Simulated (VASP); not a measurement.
**From VASP inputs to Ansatz: PtSe2 (strained 1T (CdI2) bulk)**

INCAR

```
SIGMA = 0.02
LCHARG = .FALSE.
GGA = PE
IBRION = -1
ENCUT = 520
NSW = 0
NBANDS = 18
LREAL = .FALSE.
LWAVE = .FALSE.
EDIFF = 1E-7
ISIF = 2
PREC = Accurate
ISMEAR = -1
NELM = 120
LASPH = .TRUE.
```

KPOINTS

```
KPOINTS created by Atomic Simulation Environment
0
Gamma
12 12 6
0 0 0
```

KPOINTS_OPT

```
special points
8
Reciprocal
0.0000000000 0.0000000000 0.0000000000 1
0.5000000000 0.0000000000 0.0000000000 1
0.3333333333 0.3333333333 0.0000000000 1
0.0000000000 0.0000000000 0.5000000000 1
0.5000000000 0.0000000000 0.5000000000 1
0.3333333333 0.3333333333 0.5000000000 1
0.0000000000 0.2500000000 0.3333333333 1
0.0000000000 0.2890620000 0.2864580000 1
```

POSCAR

```
Pt Se
 1.0000000000000000
     3.7659368724806481    0.0000000000288675    0.0000000000000000
    -1.8829684362653241    3.2613970006023258    0.0000000000000000
     0.0000000000000000    0.0000000000000000    5.1371366602000004
 Pt  Se
   1   2
Cartesian
  0.0000000000000000 -0.0000000000000000  0.0000000000000000
 -0.0000000000166667  2.1742646670778401  1.2788847081127794
  1.8829684362319907  1.0871323335533538  3.8582519520872216
```

VASP ran with the recommended PBE PAW datasets (22 valence electrons in the cell).

Problem. Translate these files to an Ansatz input.

Solution. 

```yaml
crystal:
  lattice:
    - [3.7659368725, 0.0, 0.0]
    - [-1.8829684363, 3.2613970006, 0.0]
    - [0.0, 0.0, 5.1371366602]
  atoms:
    - { symbol: Pt, position: [0.0, 0.0, 0.0] }
    - { symbol: Se, position: [0.3333333333, 0.6666666667, 0.2489489365] }
    - { symbol: Se, position: [0.6666666667, 0.3333333333, 0.7510510635] }
kpoints:
  mp_grid: { grid: [12, 12, 6] }
  band_path:
    path:
      - [0.0, 0.0, 0.0]
      - [0.5, 0.0, 0.0]
      - [0.3333333333, 0.3333333333, 0.0]
      - [0.0, 0.0, 0.5]
      - [0.5, 0.0, 0.5]
      - [0.3333333333, 0.3333333333, 0.5]
      - [0.0, 0.25, 0.3333333333]
      - [0.0, 0.289062, 0.286458]
    npoints: 1
hamiltonian:
  xc: pbe
scf:
  occupations: { method: fermi_dirac, width: 0.02 }
  n_extra_bands: 4
output:
  forces: true
  stress: true
  eigenvalues: true
  write_density: true
  write_potential: true
  elf: true
  volumetric_format: npy
```

Other inputs would serve too.

```
                                                        VASP                             Ansatz
gap between bands v and c  -0.54 eV (bands overlap: a metal)  -0.53 eV (bands overlap: a metal)
         least direct gap                            0.20 eV                            0.21 eV
                 pressure                            2.7 GPa                            2.8 GPa
            largest force                          0.17 eV/Å                          0.17 eV/Å
```

The two codes use different PAW datasets and cutoffs. VASP's cell holds 22 valence electrons and Ansatz's 50. Ansatz's stress includes a Pulay correction; VASP's doesn't.
